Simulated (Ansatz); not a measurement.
## Two Ansatz runs on KF

The cell was built from the rocksalt type and relaxed in the same program; it needn't be a known or the stable phase. The listed cell was then made from it by scaling, straining or moving an atom.

First run: DFT, PBE, all-electron LAPW, scalar-relativistic (Ansatz 0.2.0).

Command: `ansatz run input.yaml --threads 1 --pin off --max-ram 2048MiB --backend cpu --events-out ev --progress --plain --runs-dir out` The run took about 16 s on 1 thread of a shared machine.

```yaml
crystal:
  lattice:
    - [0.0, 2.7322844696, 2.7322844696]
    - [2.7322844696, 0.0, 2.7322844696]
    - [2.7322844696, 2.7322844696, 0.0]
  atoms:
    - { symbol: K, position: [0.0, 0.0, 0.0] }
    - { symbol: F, position: [0.5, 0.5, 0.5] }
kpoints:
  mp_grid: { grid: [16, 16, 16] }
scf:
  occupations: { method: fermi_dirac, width: 0.08 }
hamiltonian:
  xc: pbe
  pseudopotentials: { kind: all_electron, lapw: { basis_error: 0.001 } }
output:
  forces: true
  stress: true
  eigenvalues: true
```

Result: converged; pressure -0.66 GPa; gap on the k mesh 5.84 eV; 8 SCF iterations.

The input is then changed:

```diff
@@ -14,4 +14,5 @@
   xc: pbe
   pseudopotentials: { kind: all_electron, lapw: { basis_error: 0.001 } }
+  dispersion: d3bj
 output:
   forces: true
```

**Question.** Predict the outcome of the changed run.

**Answer.** It converged; pressure -1.80 GPa; gap on the k mesh 5.84 eV; 8 SCF iterations.
